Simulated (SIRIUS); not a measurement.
Crystal: CaF2 (Fluorite).

```
CELL_PARAMETERS angstrom
0.00000 2.73100 2.73100
2.73100 0.00000 2.73100
2.73100 2.73100 0.00000
ATOMIC_POSITIONS crystal
Ca 0.00000 0.00000 0.00000
F 0.75000 0.75000 0.75000
F 0.25000 0.25000 0.25000
```

Base run:

```yaml
Program: SIRIUS 7.12.0
Functional: LDA
Potentials_or_basis: all-electron FP-LAPW
Cutoff: 273 eV
Basis: apw+lo standard
k_mesh: 8 × 8 × 8
Occupations: fermi-dirac, width 0.05 eV
Spin: no spin polarisation
```

Its results: band gap on the k mesh 6.91 eV, indirect (least direct gap 7.17 eV).

Problem. The run is repeated on the same cell with these changes: functional from LDA to PBEsol. What comes out?

Solution. Band gap on the k mesh 7.12 eV, indirect (least direct gap 7.37 eV).
